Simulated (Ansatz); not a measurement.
Runs of Ansatz 0.2.0 on CuO. The typed cell holds 4 atoms: a = 2.880 Å, b = 2.880 Å, c = 5.176 Å, α = 89.81°, β = 89.81°, γ = 89.22°. The cell comes from a database or a generator and needn't be the stable form of this composition.

```tsv
level	cutoff (eV)	gap on the mesh (eV)	pressure (GPa)	relaxed volume (Å³/atom)
LDA	420	none	0.0	10.27
revPBE	420	none	0.0	11.49
r2SCAN	500	none	0.0	(b)
BLYP	420	none	0.0	11.65
PBE	420	none	0.0	11.20
PBEsol	420	none	0.0	(a)
RPBE	420	none	0.0	11.61
```

Alike in all rows: task relaxation of cell and atoms; potentials or basis Ansatz PAW; no spin polarisation; cell relaxed; k mesh 9 × 9 × 5; smearing fermi-dirac 0.05 eV.

Task: Fill in the values left out.

Result: (a) 10.67; (b) 10.73.

Caveats: the plane-wave basis is chosen anew once the cell has moved, so the energies of steps on either side of that aren't comparable; the run has no spin polarisation, though such a crystal can be magnetic; semilocal functionals often make such compounds metallic where correlation or magnetic order opens a gap, which also shifts bond lengths; the PAW data sets come from PBE, with cores solved anew for the run's functional, which leaves a small shift of forces and pressure (some runs).

A gap of «none» marks a metal or a gap under the smearing width.
